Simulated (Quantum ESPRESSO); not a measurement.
# SiC (Moissanite 3C) (F-43m) in Quantum ESPRESSO: notebook, part 2 of 2

Quantum ESPRESSO 7.5. Earlier steps stand in the parts before.

**4. Single point, PBE**

scf.in

```
&CONTROL
  calculation = 'scf'
  prefix = 'pwscf'
  outdir = './tmp'
  pseudo_dir = './pseudo'
/
&SYSTEM
  ibrav = 0
  nat = 2
  ntyp = 2
  ecutwfc = 70
  nbnd = 9
  occupations = 'smearing'
  smearing = 'fd'
  degauss = 0.00367493
  force_symmorphic = .true.
/
&ELECTRONS
  conv_thr = 4d-10
  electron_maxstep = 120
  mixing_beta = 0.5
/
ATOMIC_SPECIES
Si    28.0850 Si_ONCV_PBE-1.2.upf
C     12.0110 C_ONCV_PBE-1.2.upf
CELL_PARAMETERS angstrom
   0.0000000000    2.1790000000    2.1790000000
   2.1790000000    0.0000000000    2.1790000000
   2.1790000000    2.1790000000    0.0000000000
ATOMIC_POSITIONS crystal
Si     0.0000000000    0.0000000000    0.0000000000
C      0.7500000000    0.7500000000    0.7500000000
K_POINTS automatic
16 16 16 0 0 0
```

nscf.in

```
&CONTROL
  calculation = 'nscf'
  prefix = 'pwscf'
  outdir = './tmp'
  pseudo_dir = './pseudo'
/
&SYSTEM
  ibrav = 0
  nat = 2
  ntyp = 2
  ecutwfc = 70
  nbnd = 34
  occupations = 'fixed'
  force_symmorphic = .true.
/
&ELECTRONS
  conv_thr = 1d-08
  diago_full_acc = .true.
  diago_thr_init = 1d-06
/
ATOMIC_SPECIES
Si    28.0850 Si_ONCV_PBE-1.2.upf
C     12.0110 C_ONCV_PBE-1.2.upf
CELL_PARAMETERS angstrom
   0.0000000000    2.1790000000    2.1790000000
   2.1790000000    0.0000000000    2.1790000000
   2.1790000000    2.1790000000    0.0000000000
ATOMIC_POSITIONS crystal
Si     0.0000000000    0.0000000000    0.0000000000
C      0.7500000000    0.7500000000    0.7500000000
K_POINTS automatic
16 16 16 0 0 0
```

Potentials or basis: SG15 PBE 1.2.

Run with:

```
> OMP_NUM_THREADS=1 pw.x -in scf.in > scf.out
> OMP_NUM_THREADS=1 pw.x -in nscf.in > nscf.out
```

scf.out:

```text
This program is part of the open-source Quantum ESPRESSO suite
     for quantum simulation of materials; please cite
[... 9 lines left out ...]
     --------------------
     sticks:   dense  smooth     PW     G-vecs:    dense   smooth      PW
     Sum         649     649    199                11017    11017    1917

     Using Slab Decomposition

     bravais-lattice index     =            0
     lattice parameter (alat)  =       5.8233  a.u.
     unit-cell volume          =     139.6363 (a.u.)^3
     number of atoms/cell      =            2
     number of atomic types    =            2
     number of electrons       =         8.00
     number of Kohn-Sham states=            9
     kinetic-energy cutoff     =      70.0000  Ry
     charge density cutoff     =     280.0000  Ry
     scf convergence threshold =      4.0E-10
     mixing beta               =       0.5000
     number of iterations used =            8  plain     mixing
     Exchange-correlation= PBE
                           (   1   4   3   4   0   0   0)

     celldm(1)=   5.823326  celldm(2)=   0.000000  celldm(3)=   0.000000
     celldm(4)=   0.000000  celldm(5)=   0.000000  celldm(6)=   0.000000

[... 8 lines left out ...]
               b(3) = (  0.707107  0.707107 -0.707107 )

     PseudoPot. # 1 for Si read from file:
     Si_ONCV_PBE-1.2.upf
     Pseudo is Norm-conserving, Zval =  4.0
     Generated using ONCVPSP code by D. R. Hamann
     Using radial grid of  602 points,  4 beta functions with:
                l(1) =   0
                l(2) =   0
                l(3) =   1
                l(4) =   1

     PseudoPot. # 2 for C  read from file:
     C_ONCV_PBE-1.2.upf
     Pseudo is Norm-conserving, Zval =  4.0
     Generated using ONCVPSP code by D. R. Hamann
     Using radial grid of  602 points,  4 beta functions with:
                l(1) =   0
                l(2) =   0
                l(3) =   1
                l(4) =   1

     atomic species   valence    mass     pseudopotential
     Si                4.00    28.08500     Si( 1.00)
     C                 4.00    12.01100     C ( 1.00)

     24 Sym. Ops. (no inversion) found

   Cartesian axes

     site n.     atom                  positions (alat units)
         1        Si     tau(   1) = (   0.0000000   0.0000000   0.0000000  )
         2        C      tau(   2) = (   1.0606602   1.0606602   1.0606602  )

     number of k points=   145  Fermi-Dirac smearing, width (Ry)=  0.0037

     Number of k-points >= 100: set verbosity='high' to print them.

     Dense  grid:    11017 G-vectors     FFT dimensions: (  32,  32,  32)

     Initial potential from superposition of free atoms

     starting charge       7.9468, renormalised to       8.0000
     Starting wfcs are random

     Self-consistent Calculation

     iteration #  1     ecut=    70.00 Ry     beta= 0.50
     Davidson diagonalization with overlap
     ethr =  1.00E-02,  avg # of iterations =  8.4

     total energy              =     -19.23039206 Ry
     estimated scf accuracy    <       0.39082104 Ry

     iteration #  2     ecut=    70.00 Ry     beta= 0.50
     Davidson diagonalization with overlap
     ethr =  4.89E-03,  avg # of iterations =  1.3

     total energy              =     -19.31324302 Ry
     estimated scf accuracy    <       0.01309066 Ry

     iteration #  3     ecut=    70.00 Ry     beta= 0.50
     Davidson diagonalization with overlap
     ethr =  1.64E-04,  avg # of iterations =  2.5
[... 22 lines left out ...]
     total energy              =     -19.31577464 Ry
     estimated scf accuracy    <       0.00000010 Ry

     iteration #  7     ecut=    70.00 Ry     beta= 0.50
     Davidson diagonalization with overlap
     ethr =  1.26E-09,  avg # of iterations =  2.3

     total energy              =     -19.31577470 Ry
     estimated scf accuracy    <       0.00000001 Ry

     iteration #  8     ecut=    70.00 Ry     beta= 0.50
     Davidson diagonalization with overlap
     ethr =  1.72E-10,  avg # of iterations =  2.0

     End of self-consistent calculation

     Number of k-points >= 100: set verbosity='high' to print the bands.

     the Fermi energy is    10.1895 ev

!    total energy              =     -19.31577470 Ry
     estimated scf accuracy    <          3.1E-10 Ry
     smearing contrib. (-TS)   =      -0.00000000 Ry
     internal energy E=F+TS    =     -19.31577470 Ry

     The total energy is F=E-TS. E is the sum of the following terms:
     one-electron contribution =       5.36716704 Ry
     hartree contribution      =       2.34100902 Ry
     xc contribution           =      -6.09272900 Ry
     ewald contribution        =     -20.93122177 Ry

     convergence has been achieved in   8 iterations

=------------------------------------------------------------------------------=
   JOB DONE.
=------------------------------------------------------------------------------=
```

It took 44 s on 1 thread of Arm Neoverse V2, shared host; peak memory 0.06 GiB.

Results:

```yaml
Band_gap_on_the_k_mesh_mean-field_level: 1.39 eV, indirect (least direct gap 4.54 eV)
```

Levels at points of the mesh, in eV from the valence-band top:
```tsv
k point	band 1	band 2	band 3	band 4	band 5	band 6	band 7	band 8
(0.00, 0.00, 0.00)	-15.36	0.00	0.00	0.00	6.25	7.37	7.37	7.37
(0.00, 0.00, -0.50)	-11.79	-8.50	-1.03	-1.03	5.46	7.27	7.27	10.05
(0.00, -0.50, -0.50)	-10.34	-7.76	-3.15	-3.15	1.39	4.34	14.03	14.03
```

**5. Overview**

```csv
level,potentials or basis,cell,k mesh,cutoff (eV),k mesh of the self-consistent run,gap on the mesh (eV)
PBE,PseudoDojo 0.4.1 SR PBE standard,as given,6 × 6 × 6,1116,10 × 10 × 10,1.36
PBEsol,PseudoDojo 0.4.1 SR PBEsol standard,volume scaled by 1.04,6 × 6 × 6,1116,10 × 10 × 10,1.27
PBE,SG15 PBE 1.2,as given,16 × 16 × 16,952,16 × 16 × 16,1.39
```

Alike in all rows: task single point; no spin polarisation; smearing fixed.

Absolute energies hang on the potentials; compare differences alone.

**6. Against experiment**

Step 2. Against the measured gap of SiC, 2.4 eV (indirect; quoted in “Insight into the structural, elastic and electronic properties of a new orthorhombic 6O-SiC polytype”, 2020, pmc:7200658), the calculated 1.36 eV is off by -1.04 eV. The value is that of PBE on a finite k mesh, which can miss the band edges, without temperature or zero-point motion. Semilocal functionals fall short of measured gaps as a rule.

Step 4. A measured gap of SiC is 2.4 eV (indirect; quoted in “Insight into the structural, elastic and electronic properties of a new orthorhombic 6O-SiC polytype”, 2020, pmc:7200658); the calculated 1.39 eV misses it by -1.01 eV. The value is that of PBE on a finite k mesh, which can miss the band edges, without temperature or zero-point motion. Semilocal functionals fall short of measured gaps as a rule.
